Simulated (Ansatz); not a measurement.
Isolated molecules relaxed with PBE0-D4/def2-TZVP in Ansatz; ΔE leaves out vibrations. CBS: MP2 limit from def2 TZ/QZ plus the TZ coupled-cluster correction, frozen cores. This one scheme is used for every species. Functionals use def2-TZVPP. Each species was taken in one conformer, which may not be the lowest.

Consider the formal exchange of groups at the Si–H bond: `N[SiH]` + `CC/C=C/CC` → `CC[Si]N` + `C=CCC`.

`N[SiH]`:

Cartesian coordinates in Å:
```
N 0.217 0.053 -0.518
Si -1.152 -0.233 0.461
H 1.155 0.227 -0.194
H 0.155 0.064 -1.524
H -0.375 -0.112 1.775
```

`CC/C=C/CC`:

```xyz
18

C    -0.245   -2.750   -0.619
C    -1.187   -1.633   -0.184
C    -0.651   -0.277   -0.501
C    -0.385    0.672    0.389
C     0.177    2.018    0.074
C     1.518    2.265    0.756
H    -0.673   -3.733   -0.408
H    -0.042   -2.698   -1.692
H     0.712   -2.676   -0.098
H    -1.383   -1.705    0.890
H    -2.153   -1.768   -0.687
H    -0.454   -0.074   -1.555
H    -0.573    0.465    1.443
H     0.282    2.125   -1.010
H    -0.532    2.791    0.396
H     1.430    2.168    1.842
H     1.894    3.268    0.540
H     2.264    1.541    0.420
```

`CC[Si]N`:

```xyz
11

C    -0.302    0.176   -1.172
C     1.008    0.143   -0.400
Si    1.029   -0.174    1.486
N    -0.644   -0.349    1.779
H    -0.967    0.961   -0.801
H    -0.147    0.367   -2.237
H    -0.838   -0.775   -1.094
H     1.560    1.085   -0.535
H     1.686   -0.614   -0.822
H    -1.001   -0.531    2.704
H    -1.383   -0.288    1.093
```

`C=CCC`:

Cartesian coordinates in Å:
```
C -0.059 1.159 1.620
C -0.565 0.557 0.553
C -0.081 -0.734 -0.019
C 0.396 -0.590 -1.460
H 0.769 0.726 2.173
H -0.451 2.103 1.981
H -1.392 1.029 0.024
H 0.724 -1.131 0.607
H -0.895 -1.468 0.014
H -0.400 -0.201 -2.100
H 1.240 0.101 -1.524
H 0.712 -1.552 -1.869
```

```csv
species,BLYP-D4 energy (Eh)
`N[SiH]`,-346.05265
`CC/C=C/CC`,-235.82156
`CC[Si]N`,-424.68110
`C=CCC`,-157.20196
```

**Question.** Work out ΔE.

**Answer.** ΔE = (-424.68110) + (-157.20196) − (-346.05265) − (-235.82156) = -0.00885 Eh = -5.6 kcal/mol. CCSD(T)/CBS gives -5.4 kcal/mol.

Largest T1 diagnostic among the species: 0.015.

At CCSD(T), def2-SVP lies +4.0 kcal/mol from the extrapolated value and def2-TZVPP +0.8 kcal/mol. Leaving LDA and LC-ωPBE aside and taking each functional with its dispersion term where it has one, the values, not all of them listed here, spread over 1.5 kcal/mol, from r2SCAN-D4 to B97M-V.
